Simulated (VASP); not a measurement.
# Sb in VASP: reference runs

Reference runs on Sb: the cell as given.

All numbers are computed with VASP 6.6.1; they aren't measurements. Logs are shortened: lines on timing, memory, paths and dates and some standing lists are left out, and cuts for length are marked.

**1. The undisturbed crystal**

The cell holds a slab with vacuum, 7 atoms: a = 3.369 Å, b = 3.369 Å, c = 30.990 Å, α = 90.00°, β = 90.00°, γ = 120.00°.

The slab is cut from a database's or a generator's crystal, which needn't be the stable form of the element.

**2. Single point, PBE (the (0 0 1) slab of Sb, cut from the database cell, not relaxed)**

Contents of INCAR:

```
SYSTEM = Sb
PREC     = Accurate       ! precision mode
ENCUT    = 520            ! plane-wave cutoff, eV
EDIFF    = 1E-7           ! SCF threshold, eV
ISMEAR   = -1             ! smearing method
SIGMA    = 0.05           ! smearing width, eV
LREAL    = .FALSE.        ! projectors in reciprocal space
LASPH    = .TRUE.         ! aspherical terms in the spheres
NELM     = 80             ! most SCF steps
ALGO     = Normal         ! electronic algorithm
ISIF     = 2              ! what is computed and relaxed
LWAVE    = .FALSE.        ! write WAVECAR
LCHARG   = .TRUE.         ! write CHGCAR
LDIPOL   = .TRUE.       
IDIPOL   = 3            
DIPOL    = 0.5 0.5 0.500
GGA      = PE             ! functional
LELF     = .TRUE.         ! ELF
LVHAR    = .TRUE.       
LVACPOTAV= .TRUE.       
NBANDS   = 26             ! bands
```

Contents of KPOINTS:

```
regular mesh
0
G
  9 9 1
  0 0 0
```

Contents of POSCAR:

```
Sb
1.0
    3.3690001795      0.0000000000      0.0000000000
   -1.6845000897      2.9176397408      0.0000000000
    0.0000000000      0.0000000000     30.9900000000
Sb
7
Direct
    0.6666666667      0.3333333334      0.2420135528
    0.3333333333      0.6666666666      0.3280090352
    0.6666666667      0.3333333334      0.4140045176
    0.3333333333      0.6666666666      0.5000000000
    0.6666666667      0.3333333334      0.5859954824
    0.3333333333      0.6666666666      0.6719909648
    0.6666666667      0.3333333334      0.7579864472
```

Potentials or basis: VASP PAW PBE potentials, release 64 (Sb).

Command:

```sh
cat potpaw_PBE.64/Sb/POTCAR > POTCAR
mpirun -np 1 vasp_std > vasp.out
```

OUTCAR:

```text
SYSTEM = Sb
   PREC = Accurate
   ENCUT = 520
   EDIFF = 1E-7
   ISMEAR = -1
   LREAL = .FALSE.
   LASPH = .TRUE.
   NELM = 80
   ISIF = 2
   GGA = PE

 ion  position               nearest neighbor table
   1  0.667  0.333  0.242-   2 3.30   2 3.30   2 3.30
   2  0.333  0.667  0.328-   1 3.30   3 3.30   1 3.30   3 3.30   1 3.30   3 3.30
   3  0.667  0.333  0.414-   2 3.30   4 3.30   2 3.30   4 3.30   2 3.30   4 3.30
   4  0.333  0.667  0.500-   3 3.30   5 3.30   3 3.30   5 3.30   3 3.30   5 3.30
   5  0.667  0.333  0.586-   4 3.30   6 3.30   4 3.30   6 3.30   4 3.30   6 3.30
   6  0.333  0.667  0.672-   7 3.30   5 3.30   7 3.30   5 3.30   7 3.30   5 3.30
   7  0.667  0.333  0.758-   6 3.30   6 3.30   6 3.30

  LATTYP: Found a hexagonal cell.
 ALAT       =     3.3690001795
 C/A-ratio  =     9.1985747548

  Lattice vectors:

 A1 = (   3.3690001795,   0.0000000000,   0.0000000000)
 A2 = (  -1.6845000897,   2.9176397408,   0.0000000000)
 A3 = (   0.0000000000,   0.0000000000,  30.9900000000)

Analysis of symmetry for initial positions (statically):
=====================================================================
 Subroutine PRICEL returns:
 Original cell was already a primitive cell.

 Routine SETGRP: Setting up the symmetry group for a
 hexagonal supercell.

 Subroutine GETGRP returns: Found 12 space group operations
 (whereof 12 operations were pure point group operations)
 out of a pool of 24 trial point group operations.

The static configuration has the point symmetry D_3h.

Analysis of symmetry for dynamics (positions and initial velocities):
=====================================================================
 Subroutine PRICEL returns:
 Original cell was already a primitive cell.

 Routine SETGRP: Setting up the symmetry group for a
 hexagonal supercell.

 Subroutine GETGRP returns: Found 12 space group operations
 (whereof 12 operations were pure point group operations)
 out of a pool of 24 trial point group operations.

The dynamic configuration has the point symmetry D_3h.

 Subroutine INISYM returns: Found 12 space group operations
 (whereof 12 operations are pure point group operations),
 and found     1 'primitive' translations

----------------------------------------------------------------------------------------

                                     Primitive cell

  volume of cell :     304.6171

  direct lattice vectors                    reciprocal lattice vectors
     3.369000179  0.000000000  0.000000000     0.296823968  0.171371398  0.000000000
    -1.684500090  2.917639741  0.000000000     0.000000000  0.342742795  0.000000000
     0.000000000  0.000000000 30.990000000     0.000000000  0.000000000  0.032268474

  length of vectors
     3.369000179  3.369000179 30.990000000     0.342742795  0.342742795  0.032268474

  position of ions in fractional coordinates (direct lattice)
     0.666666667  0.333333333  0.242013553
     0.333333333  0.666666667  0.328009035
     0.666666667  0.333333333  0.414004518
     0.333333333  0.666666667  0.500000000
     0.666666667  0.333333333  0.585995482
     0.333333333  0.666666667  0.671990965
     0.666666667  0.333333333  0.757986447

  ion indices of the primitive-cell ions
   primitive index   ion index
                 1           1
                 2           2
                 3           3
                 4           4
                 5           5
                 6           6
                 7           7

----------------------------------------------------------------------------------------

 KPOINTS: regular mesh

Automatic generation of k-mesh.
 Grid dimensions read from file:
 generate k-points for:    9    9    1

 Generating k-lattice:

  Cartesian coordinates                     Fractional coordinates (reciprocal lattice)
     0.032980441  0.019041266  0.000000000     0.111111111  0.000000000  0.000000000
     0.000000000  0.038082533  0.000000000     0.000000000  0.111111111  0.000000000
     0.000000000  0.000000000  0.032268474     0.000000000  0.000000000  1.000000000

  Length of vectors
     0.038082533  0.038082533  0.032268474

  Shift w.r.t. Gamma in fractional coordinates (k-lattice)
     0.000000000  0.000000000  0.000000000

 Subroutine IBZKPT returns following result:
 ===========================================

 Found     12 irreducible k-points:

 Following reciprocal coordinates:
            Coordinates               Weight
  0.000000  0.000000  0.000000      1.000000
  0.111111  0.000000  0.000000      6.000000
  0.222222  0.000000  0.000000      6.000000
  0.333333  0.000000  0.000000      6.000000
  0.444444  0.000000  0.000000      6.000000
  0.111111  0.111111  0.000000      6.000000
  0.222222  0.111111  0.000000     12.000000
  0.333333  0.111111  0.000000     12.000000
  0.444444  0.111111  0.000000      6.000000
  0.222222  0.222222  0.000000      6.000000
  0.333333  0.222222  0.000000     12.000000
  0.333333  0.333333  0.000000      2.000000
   k-points           NKPTS =     12   k-points in BZ     NKDIM =     12   number of bands    NBANDS=     26
   number of dos      NEDOS =    301   number of ions     NIONS =      7
   total plane-waves  NPLWV = 188160
   dimension x,y,z NGX =    28 NGY =   28 NGZ =  240
   dimension x,y,z NGXF=    56 NGYF=   56 NGZF=  480
   ions per type =               7
   NGX,Y,Z   is equivalent  to a cutoff of  13.82, 13.82, 12.87 a.u.
   NGXF,Y,Z  is equivalent  to a cutoff of  27.63, 27.63, 25.75 a.u.
 SYSTEM =  Sb
   PREC   = accura    normal or accurate (medium, high low for compatibility)
   ISTART =      0    job   : 0-new  1-cont  2-samecut
   ICHARG =      2    charge: 1-file 2-atom 10-const
   ISPIN  =      1    spin polarized calculation?
   LNONCOLLINEAR =      F non collinear calculations
   LSORBIT =      F    spin-orbit coupling
   LASPH  =      T    aspherical Exc in radial PAW
   ENCUT  =  520.0 eV  38.22 Ry    6.18 a.u.   6.26  6.26 57.62*2*pi/ulx,y,z
   NELM   =     80;   NELMIN=  2; NELMDL= -5     # of ELM steps
   EDIFF  = 0.1E-06   stopping-criterion for ELM
   LREAL  =      F    real-space projection
   EDIFFG = 0.1E-05   stopping-criterion for IOM
   NSW    =      0    number of steps for IOM
   IBRION =     -1    ionic relax: 0-MD 1-quasi-New 2-CG
   NFREE  =      0    steps in history (QN), initial steepest desc. (CG)
   ISIF   =      2    stress and relaxation
   ISYM   =      2    0-nonsym 1-usesym 2-fastsym
   POTIM  = 0.5000    time-step for ionic-motion
   TEBEG  =    0.0;   TEEND  =   0.0 temperature during run
   PSTRESS=    0.0 pullay stress
   NELECT =      35.0000    total number of electrons
   NUPDOWN=      -1.0000    fix difference up-down
   EMIN   =  10.00;   EMAX   =-10.00  energy-range for DOS
   EFERMI =   0.00;   METHOD = LEGACY
   ISMEAR =    -1;   SIGMA  =   0.05  broadening in eV -4-tet -1-fermi 0-gaus
   EFERMI_NEDOS =   21; number of points for ismear=-14 and -15
   IALGO  =     38    algorithm
   IMIX   =      4    mixing-type and parameters
     AMIX     =   0.40;   BMIX     =  1.00
     AMIX_MAG =   1.60;   BMIX_MAG =  1.00
  volume/ion in A,a.u.               =      43.52       293.67
  Fermi-wavevector in a.u.,A,eV,Ry     =   0.795877  1.503990  8.618210  0.633421
  Thomas-Fermi vector in A             =   1.902291
   LORBIT       =      0    0 simple, 1 ext, 2 COOP (PROOUT), +10 PAW based schemes
   GGA     = PE    functional components
   LHFCALC =     F    Hartree Fock is set to
   AEXX    =    0.0000 exact exchange contribution
   IVDW    =     0    specifies the selected vdW correction
   LEPSILON=     F    determine dielectric tensor
   LRPA    =     F    only Hartree local field effects (RPA)
 non-spin polarized calculation
  energy-cutoff  :      520.00
  volume of cell :      304.62
 maximum number of plane-waves:      8251
 NGX is ok and might be reduce to    28
   NGX = 13   NGY = 13   NGZ =115

 number of electron      35.0000000 magnetization

 dipolmoment           0.000000      0.000000      0.000000 electrons x Angstroem

 Free energy of the ion-electron system (eV)
  ---------------------------------------------------
  ext. energy  EPLUGINS =         0.00000000
  ---------------------------------------------------
  free energy    TOTEN  =       -26.73261142 eV

  energy without entropy =      -26.70227833  energy(sigma->0) =      -26.71744487

 E-fermi :   3.7127     XC(G=0):  -6.7451

 val. band max:        3.7002433374   @ k =   0.4444   0.1111   0.0000
 cond. band min:       3.7239953933   @ k =   0.3333   0.1111   0.0000
 fundamental gap:      0.0237520559
 Fermi energy:         3.7127262706

 k-point     1 :       0.0000    0.0000    0.0000
  band No.  band energies     occupation
      1      -9.3595      2.00000
      2      -9.0593      2.00000
      3      -8.5754      2.00000
      4      -7.9109      2.00000
      5      -7.1348      2.00000
      6      -6.2684      2.00000
[... 18 lines left out ...]
     25       8.4640      0.00000
     26       8.7409      0.00000

 k-point     2 :       0.1111    0.0000    0.0000
  band No.  band energies     occupation
      1      -9.1426      2.00000
      2      -8.8431      2.00000
      3      -8.3604      2.00000
      4      -7.6983      2.00000
      5      -6.9264      2.00000
      6      -6.0675      2.00000
[... 18 lines left out ...]
     25       7.7358      0.00000
     26       7.8817      0.00000

 k-point     3 :       0.2222    0.0000    0.0000
  band No.  band energies     occupation
      1      -8.4974      2.00000
      2      -8.2004      2.00000
      3      -7.7229      2.00000
      4      -7.0695      2.00000
      5      -6.3142      2.00000
      6      -5.4840      2.00000
[... 224 lines left out ...]
 k-point    11 :       0.3333    0.2222    0.0000
  band No.  band energies     occupation
      1      -5.5946      2.00000
      2      -5.3472      2.00000
      3      -4.9774      2.00000
      4      -4.5275      2.00000
      5      -4.1747      2.00000
      6      -3.9694      2.00000
[... 18 lines left out ...]
     25       5.0333      0.00000
     26       5.4246      0.00000

 k-point    12 :       0.3333    0.3333    0.0000
  band No.  band energies     occupation
      1      -4.5917      2.00000
      2      -4.5486      2.00000
      3      -4.4583      2.00000
      4      -4.3805      2.00000
      5      -4.3277      2.00000
      6      -4.0343      2.00000
[... 18 lines left out ...]
     25       4.9739      0.00000
     26       5.5314      0.00000

------------------------ aborting loop because EDIFF is reached ----------------------------------------

  FORCE on cell =-STRESS in cart. coord.  units (eV):
  Direction    XX          YY          ZZ          XY          YZ          ZX
  --------------------------------------------------------------------------------------
  -------------------------------------------------------------------------------------
  Total        1.8470508      1.8470508      0.4806843      0.0000000      0.0000000      0.0000000
  in kB        9.7148289      9.7148289      2.5282279      0.0000000      0.0000000      0.0000000
  external PRESSURE =       7.3192952 kB  Pullay stress =       0.0000000 kB

 VOLUME and BASIS-vectors are now :
 -----------------------------------------------------------------------------
  energy-cutoff  :      520.00
  volume of cell :      304.62
      direct lattice vectors                 reciprocal lattice vectors
     3.369000179  0.000000000  0.000000000     0.296823968  0.171371398  0.000000000
    -1.684500090  2.917639741  0.000000000     0.000000000  0.342742795  0.000000000
     0.000000000  0.000000000 30.990000000     0.000000000  0.000000000  0.032268474

 POSITION                                       TOTAL-FORCE (eV/Angst)
 -----------------------------------------------------------------------------------
      1.68450      0.97255      7.50000         0.000000      0.000000      0.177203
      0.00000      1.94509     10.16500         0.000000     -0.000000     -0.360949
      1.68450      0.97255     12.83000        -0.000000      0.000000      0.100679
      0.00000      1.94509     15.49500         0.000000     -0.000000      0.000000
      1.68450      0.97255     18.16000        -0.000000      0.000000     -0.100679
      0.00000      1.94509     20.82500         0.000000     -0.000000      0.360949
      1.68450      0.97255     23.49000        -0.000000      0.000000     -0.177203
 -----------------------------------------------------------------------------------
    total drift:                                0.000000     -0.000000      0.000000

  FREE ENERGIE OF THE ION-ELECTRON SYSTEM (eV)
  ---------------------------------------------------
  free  energy   TOTEN  =       -26.7326114180 eV

  energy  without entropy=      -26.7022783308  energy(sigma->0) =      -26.71744487

 vacuum level on the upper side and lower side of the slab         7.848         7.848
```

Run time: 4.2 min. Hardware: 1 thread of Intel Xeon Platinum 8259CL at 2.50GHz (Skylake/Cascade Lake), shared host; peak memory 0.45 GiB.

What came out:

| Item | Value |
| --- | --- |
| Free energy | -26.7326 eV |
| Largest force | 0.361 eV/Å |
| Band gap on the k mesh | none (metal or under the smearing width) |
| Work function of the upper face | 4.14 eV |
| Work function of the lower face | 4.14 eV |

Forces in eV/Å, atoms in the order of the input:
```
Sb   0.000  0.000  0.177
Sb   0.000  0.000 -0.361
Sb   0.000  0.000  0.101
Sb   0.000  0.000  0.000
Sb   0.000  0.000 -0.101
Sb   0.000  0.000  0.361
Sb   0.000  0.000 -0.177
```

Spin-orbit coupling is left out, which matters for the levels of Sb.
